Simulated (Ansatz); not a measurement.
# AlGa2Sb3: the cost of one run

Computed with Ansatz 0.2.0 (DFT PBE, scalar-relativistic, plane waves, PAW, unless a step names another level, unless a step's input says otherwise).

1 further run of the same task is left out (it didn't finish).

**1. The structure to begin with**

The structure is trigonal, space group P3m1 (No. 156). The conventional cell has a = 4.397 Å, b = 4.397 Å, c = 10.767 Å, α = 90.00°, β = 90.00°, γ = 120.00°. Around Al (site symmetry 3m) lie 4 Sb at 2.69 to 2.70 Å. Around Ga (site symmetry 3m) lie 4 Sb at 2.69 Å. Around Ga (site symmetry 3m) lie 4 Sb at 2.69 to 2.70 Å. Sb (site symmetry 3m) is surrounded by 4 Ga at 2.69 Å. Sb (site symmetry 3m) has 3 Ga at 2.69 Å and 1 Al at 2.70 Å as nearest neighbours. Sb (site symmetry 3m) has 3 Al at 2.69 Å and 1 Ga at 2.70 Å as nearest neighbours.

Coordinates:

```xyz
6
Lattice="4.3974 0.0000 0.0000 -2.1987 3.8083 0.0000 0.0000 0.0000 10.7671" Properties=species:S:1:pos:R:3 pbc="T T T"
Al    0.0000    2.5388    4.4827
Ga    0.0000    0.0000    8.0799
Ga    2.1987    1.2694    0.8934
Sb    0.0000    0.0000   -0.0001
Sb    0.0000    2.5388    7.1811
Sb    2.1987    1.2694    3.5890
```

The cell was relaxed beforehand at this level, from a generated guess; it is a trial structure. At a tolerance of 0.02 Å it has space group P3m1 (No. 156); it has 30.05 Å³/atom, an uncorrected energy of -0.17 eV/atom over the elements.

**2. Electronic structure at the relaxed geometry**

Input file input.yaml:

```yaml
crystal:
  lattice:
    - [4.397396926, 0.0, 0.0]
    - [-2.198698463, 3.8082574485, 0.0]
    - [0.0, 0.0, 10.7670820137]
  atoms:
    - { symbol: Al, position: [0.3333333333, 0.6666666667, 0.4163302894] }
    - { symbol: Ga, position: [0.0, 0.0, 0.750428277] }
    - { symbol: Ga, position: [0.6666666667, 0.3333333333, 0.0829757519] }
    - { symbol: Sb, position: [0.0, 0.0, -1.18289e-05] }
    - { symbol: Sb, position: [0.3333333333, 0.6666666667, 0.6669497631] }
    - { symbol: Sb, position: [0.6666666667, 0.3333333333, 0.3333277474] }
basis:
  ecutwfc: 420
kpoints:
  mp_grid: { grid: [12, 12, 4] }
  band_path:
    path:
      - [[0.0, 0.0, 0.0], [0.5, 0.0, 0.0], [0.33333333, 0.33333333, 0.0], [0.0, 0.0, 0.0], [0.0, 0.0, 0.5], [0.5, 0.0, 0.5], [0.33333333, 0.33333333, 0.5], [0.0, 0.0, 0.5]]
      - [[0.5, 0.0, 0.5], [0.5, 0.0, 0.0]]
      - [[0.33333333, 0.33333333, 0.5], [0.33333333, 0.33333333, 0.0]]
    npoints: 14
hamiltonian:
  xc: pbe
scf:
  occupations: { method: gaussian, width: 0.01 }
  n_extra_bands: 15
output:
  forces: true
  stress: true
  eigenvalues: true
  populations: true
  dos: { projected: true, de: 0.02, nscf_kmesh: { grid: [15, 15, 5] } }
  bader: true
  write_density: true
  write_potential: true
  elf: true
  volumetric_format: npy
```

Run with:

```bash
$ ansatz run input.yaml --threads 1 --pin off --max-ram 2560MiB --backend cpu --events-out ev --progress --plain --runs-dir out
```

What time and memory should one allow on 1 thread of Intel Xeon at 2.70GHz, shared host?

About 4.9 min, with a peak of 1 GiB.
